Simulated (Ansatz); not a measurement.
# What uniaxial strain ε_zz = −2.95 % does to GeO2

Start from GeO2 in the rutile structure (space group P4_2/mnm, No. 136; a = 4.488 Å, c = 2.905 Å). Axes: x, y, z lie along a, b, c of the conventional cell.

Now apply this change: uniaxial strain ε_zz = −2.95 %, all other strain components held at zero, atoms relaxed at fixed cell.

Computed with Kohn–Sham DFT with the PBE functional, run in Ansatz (a quantum-chemistry and plane-wave program) with PAW and 420 eV plane waves, without spin-orbit coupling. Γ-centred 8×8×11 mesh, Fermi–Dirac width 0.05 eV.

The volume per atom decreases by 0.29 Å³ to 9.46 Å³ and the space group remains P4_2/mnm (No. 136). The shortest interatomic distance decreases by 0.030 Å, from 1.899 Å to 1.869 Å and the energy goes up by 14 meV/atom. The pressure (mean of the normal stresses, compression positive) goes from zero to 8.68 GPa and the band gap rises by 0.536 eV to 1.76 eV. The gap character is still direct at Γ and the width of the top valence band goes up by 0.07 eV, from 1.79 eV to 1.86 eV. The electron mass becomes 0.22 mₑ along z, 0.27 mₑ across (at Γ) (base: 0.19 mₑ along c, 0.22 mₑ across (at Γ)) and the hole mass goes from 1.9 mₑ along c, 1.2 mₑ across (at Γ) to 2.1 mₑ along z, 1.1 mₑ across (at Γ). The valence-band top at Γ (three highest levels, from the VBM) becomes 0.00, -0.85, -0.85 eV (base: 0.00, -0.79, -0.79 eV) and the stress (xx, yy, zz, yz, xz, xy; compression positive) amounts to (4.74, 4.74, 16.57, 0.00, 0.00, 0.00) GPa.

Final structure:

```yaml
crystal:
  lattice:
    - [4.48750, 0.00000, 0.00000]
    - [0.00000, 4.48750, 0.00000]
    - [0.00000, 0.00000, 2.81928]
  atoms:
    - { symbol: Ge, position: [0.00000, 0.00000, 0.00000] }
    - { symbol: Ge, position: [0.50000, 0.50000, 0.50000] }
    - { symbol: O, position: [0.30656, 0.30656, 0.00000] }
    - { symbol: O, position: [0.80656, 0.19344, 0.50000] }
    - { symbol: O, position: [0.19344, 0.80656, 0.50000] }
    - { symbol: O, position: [0.69344, 0.69344, 0.00000] }
```

Effective masses come from finite differences of ±0.01 Å⁻¹. Whether these cells are dynamically stable was not tested.
